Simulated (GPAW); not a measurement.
ZnO, 2 atoms in the cell. It takes space group Cmmm (No. 65, orthorhombic). The conventional cell has a = 2.866 Å, b = 7.054 Å, c = 2.838 Å, α = 90.00°, β = 90.00°, γ = 90.00°. Zn (site symmetry mmm) has 4 O at 2.02 Å as nearest neighbours. O (site symmetry mmm) is surrounded by 4 Zn at 2.02 Å. The cell was built by a generator and needn't be a form met in nature.

* Program: GPAW 26.7.0
* Task: single point
* Functional: PBE
* Potentials or basis: GPAW PAW data sets (gpaw-data 1.2.1)
* Cutoff: 800 eV
* Basis: pw
* k mesh: 10 × 10 × 9
* Occupations: fermi-dirac, width 0.05 eV
* Spin: no spin polarisation
* Maxiter: 150

Potentials or basis: GPAW PAW data sets (gpaw-data 1.2.1), pw.

Command:

```console
$ OMP_NUM_THREADS=1 python run.py
```

Hardware: 1 thread of Intel(R) Xeon(R) 6975P-C (Granite Rapids), on a shared host.

Q: Estimate the wall time of this run.

A: Wall time 38 s on 1 thread of Intel(R) Xeon(R) 6975P-C (Granite Rapids) (shared host), peak memory 0.25 GiB. Counts: scf iterations 11, plane waves 1494, bands 18, k points 155.
